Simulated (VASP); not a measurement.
A run of VASP 6.6.1:

File INCAR:

```
SYSTEM = BP
PREC = Accurate
ENCUT = 600
EDIFF = 1E-7
ISMEAR = 0
SIGMA = 0.03
LREAL = .FALSE.
LASPH = .TRUE.
NELM = 80
ALGO = Normal
ISIF = 2
LWAVE = .FALSE.
LCHARG = .FALSE.
GGA = PE
IVDW = 12
IBRION = 2
NSW = 40
EDIFFG = -0.01
```

The input KPOINTS:

```
regular mesh
0
G
  10 10 10
  0 0 0
```

POSCAR

```
BP                                      
1.0
    0.0000000000      2.2675674815      2.2675674815
    2.2675674815      0.0000000000      2.2675674815
    2.2675674815      2.2675674815      0.0000000000
  B               P             
     1     1
Direct
     0.0000000000000000    0.0000000000000000    0.0000000000000000
     0.2500000000000000    0.2500000000000000    0.2500000000000000
```

Potentials or basis: VASP PAW PBE potentials, release 64 (B, P).

Run with:

```sh
$ cat potpaw_PBE.64/B/POTCAR potpaw_PBE.64/P/POTCAR > POTCAR
$ mpirun -np 1 vasp_std > vasp.out
```

Hardware: 1 thread of Intel(R) Xeon(R) Platinum 8375C CPU @ 2.90GHz (Ice Lake), on a shared host.

**Question.** Estimate the wall time of this run.

**Answer.** Run time: 8.8 s on 1 thread of Intel(R) Xeon(R) Platinum 8375C CPU @ 2.90GHz (Ice Lake) (shared host), peak memory 0.16 GiB. Counts: scf iterations 13, k points 47, ion steps 1.
